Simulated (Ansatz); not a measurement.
# HfO2: the cost of one run

Method: DFT PBE, scalar-relativistic, plane waves, PAW, in Ansatz 0.2.0.

2 further runs of the same task are left out: 2 set aside as unsound or not needed.

## (1) The system as given

Symmetry: P2_1/c, No. 14, monoclinic system. Conventional cell: a = 5.161 Å, b = 5.212 Å, c = 5.352 Å, α = 90.00°, β = 99.65°, γ = 90.00°. Hf (site symmetry 1) has 7 O at 2.05 to 2.27 Å as nearest neighbours. O (site symmetry 1) is surrounded by 4 Hf at 2.16 to 2.27 Å. O (site symmetry 1) has 3 Hf at 2.05 to 2.15 Å as nearest neighbours.

Structure file:

```xyz
12
Lattice="5.1608 0.0000 -0.0153 0.0000 5.2122 0.0000 -0.8815 0.0000 5.2787" Properties=species:S:1:pos:R:3 pbc="T T T"
Hf    1.2393    0.2234    1.0959
Hf    3.4808    2.8295    1.5282
Hf    3.0401    4.9888    4.1675
Hf    0.7985    2.3827    3.7352
O     1.8977    3.9468    2.5095
O     2.8224    1.3407    0.1145
O     2.3817    1.2654    2.7539
O     1.4570    3.8715    5.1488
O     0.0397    1.7135    1.8379
O     4.6804    4.3196    0.7861
O     4.2396    3.4987    3.4255
O    -0.4010    0.8926    4.4773
```

It is the result of an earlier relaxation at this level (volume 11.83 Å³/atom; gap on the mesh: 4.04 eV).

## (2) Zero of the scan

input.yaml reads:

```yaml
crystal:
  lattice:
    - [5.1608408718, 0.0, -0.0153405803]
    - [0.0, 5.2121898674, 0.0]
    - [-0.881475462, 0.0, 5.2787239876]
  atoms:
    - { symbol: Hf, position: [0.275724389, 0.0428613229, 0.2084023852] }
    - { symbol: Hf, position: [0.724275611, 0.5428613229, 0.2915976148] }
    - { symbol: Hf, position: [0.724275611, 0.9571386771, 0.7915976148] }
    - { symbol: Hf, position: [0.275724389, 0.4571386771, 0.7084023852] }
    - { symbol: O, position: [0.4491331828, 0.7572235628, 0.4767005082] }
    - { symbol: O, position: [0.5508668172, 0.2572235628, 0.0232994918] }
    - { symbol: O, position: [0.5508668172, 0.2427764372, 0.5232994918] }
    - { symbol: O, position: [0.4491331828, 0.7427764372, 0.9767005082] }
    - { symbol: O, position: [0.0672019247, 0.328742169, 0.3483696695] }
    - { symbol: O, position: [0.9327980753, 0.828742169, 0.1516303305] }
    - { symbol: O, position: [0.9327980753, 0.671257831, 0.6516303305] }
    - { symbol: O, position: [0.0672019247, 0.171257831, 0.8483696695] }
basis:
  ecutwfc: 420
kpoints:
  mp_grid: { grid: [4, 4, 4] }
hamiltonian:
  xc: pbe
scf:
  occupations: { method: gaussian, width: 0.05 }
output:
  forces: true
  stress: true
  eigenvalues: true
```

Launch:

```console
ansatz run input.yaml --threads 2 --pin off --max-ram 5120MiB --backend cpu --events-out ev --progress --plain --runs-dir out
```

Q: Estimate wall time and peak memory on 2 threads of Arm Neoverse V1, shared host.

About 12 s, with a peak of 0.61 GiB.
